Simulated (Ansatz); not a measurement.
## CdS (rocksalt): gap against strain (epitaxial in the plane normal to [111])

CdS (rocksalt), relaxed with r2SCAN in Ansatz, then strained (epitaxial in the plane normal to [111]; changes of length per length, axes as in the cell below) with the atoms relaxed again within the symmetry that is left. The symmetry is Fm-3m (No. 225, cubic); a = 5.454 Å in the conventional setting, 20.27 Å³ an atom. Around Cd lie 6 S at 2.73 Å; around S lie 6 Cd at 2.73 Å. The cell comes from a prototype generator: it can be a known phase or a hypothetical one. Spin polarisation is off.

```yaml
crystal:
  lattice:
    - [0.00000, 2.72678, 2.72678]
    - [2.72678, 0.00000, 2.72678]
    - [2.72678, 2.72678, 0.00000]
  atoms:
    - { symbol: Cd, position: [0.00000, 0.00000, 0.00000] }
    - { symbol: S, position: [0.50000, 0.50000, 0.50000] }
```

Gaps are the least over each mesh (r2SCAN 8×8×8, HSE06 6×6×6 when unstrained) and the special points, which keep their unstrained names; stress is the change from the unstrained cell, compression positive.

```csv
strain (%),free normal strain (%),"gap, r2SCAN (eV)","gap, HSE06 (eV)","edges, HSE06","in-plane stress, r2SCAN (GPa)","energy rise, r2SCAN (meV/atom)"
-2.5,+2.20,0.624,1.119,L → X,+3.76,11.6
-1.81,+1.58,0.663,1.156,L → X,+2.67,6.0
-1.33,+1.16,0.688,1.181,L → X,+1.94,3.2
0.0,0.00,0.753,1.243,L → X,0.00,0.0
+4.11,-3.51,0.596,1.085,L → X,-5.09,27.7
+5.81,-4.95,0.520,1.008,L → X,-6.81,53.6
```

Between zero and the nearest strains the slope of the HSE06 gap against strain is +0.047 eV per percent for negative and -0.038 for positive strain; it falls either way, as happens when edge states split or other valleys take over.

Spin-orbit coupling is left out.

The meshes of the hybrids are coarse, so their gaps aren't converged to the digits shown.
